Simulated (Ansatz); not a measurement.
# GaAs: the band gap up the ladder of functionals

The task here is to estimate one member of a computed series from the others.

The runs shown are made with Ansatz 0.2.0. PAW datasets, plane waves. (Simulation; spin polarisation is off.)

## The structure to begin with

The cell was relaxed beforehand with r2SCAN.

Space group F-43m (No. 216), cubic; conventional cell a = 5.666 Å, 22.74 Å³ an atom. Near Ga stand 4 As at 2.45 Å; near As stand 4 Ga at 2.45 Å.

Structure file:

```
Ga As
1.0
     0.00000    2.83308    2.83308
     2.83308    0.00000    2.83308
     2.83308    2.83308    0.00000
Ga As
1 1
Direct
  0.00000 0.00000 0.00000
  0.25000 0.25000 0.25000
```

The first run:

File input.yaml:

```yaml
crystal:
  lattice:
    - [0.0, 2.8330831656, 2.8330831656]
    - [2.8330831656, 0.0, 2.8330831656]
    - [2.8330831656, 2.8330831656, 0.0]
  atoms:
    - { symbol: Ga, position: [0.0, 0.0, 0.0] }
    - { symbol: As, position: [0.25, 0.25, 0.25] }
kpoints:
  mp_grid: { grid: [8, 8, 8] }
  band_path:
    path:
      - [[0.0, 0.0, 0.0], [-0.5, -0.5, -9.374813646252e-34], [-0.375, -0.375, 0.25]]
      - [[-0.375, 1.777849594966e-17, 0.375], [0.0, 0.0, 0.0], [7.249847953943e-20, 7.249847953943e-20, 0.5], [-0.5, -0.25, 0.25], [-0.5, -0.5, -9.374813646252e-34]]
    npoints: 10
hamiltonian:
  xc: pbe
scf:
  occupations: { method: fermi_dirac, width: 0.02 }
  n_extra_bands: 4
output:
  forces: true
  stress: true
  eigenvalues: true
```

The run is started by

```console
$ ansatz run input.yaml --threads 2 --pin off --max-ram 4608MiB --backend cpu --events-out ev --progress --plain --runs-dir out
```

Among the steps run: PBE bands along the symmetry lines; r2SCAN; Single point with HSE06; PBE+SOC; Single point with PBE0; LDA at the same geometry; One-shot GW from PBE; Single point with DDH-PBE0; Single point with HSE06+SOC; LC-ωPBE; Single point with r2SCAN0.

One of the session's tables, all rows but one given; the rest of the session is left out.

```
                     level  gap (eV)
                       PBE      0.47
                    r2SCAN      0.96
                     HSE06      1.36
                   PBE+SOC      0.36
                      PBE0      1.95
                       LDA      0.23
G0W0@PBE (135 empty bands)         ?
G0W0@PBE (336 empty bands)      1.10
                  DDH-PBE0      0.87
                 HSE06+SOC      1.30
                   LC-ωPBE      5.65
                   r2SCAN0      2.22
```

Estimate the missing values for G0W0@PBE (135 empty bands).

**Answer.** gap (eV): 1.25. In the column «gap (eV)» it lies between G0W0@PBE (336 empty bands) (1.10) and HSE06+SOC (1.30).

Meshes: PBE 8×8×8, r2SCAN 8×8×8, HSE06 6×6×6, PBE+SOC 8×8×8, PBE0 6×6×6, LDA 8×8×8, DDH-PBE0 6×6×6, HSE06+SOC 4×4×4, LC-ωPBE 6×6×6, r2SCAN0 6×6×6.

To keep in mind: Warnings in the runs' records: stress exchange threshold loose, stress scf threshold loose.
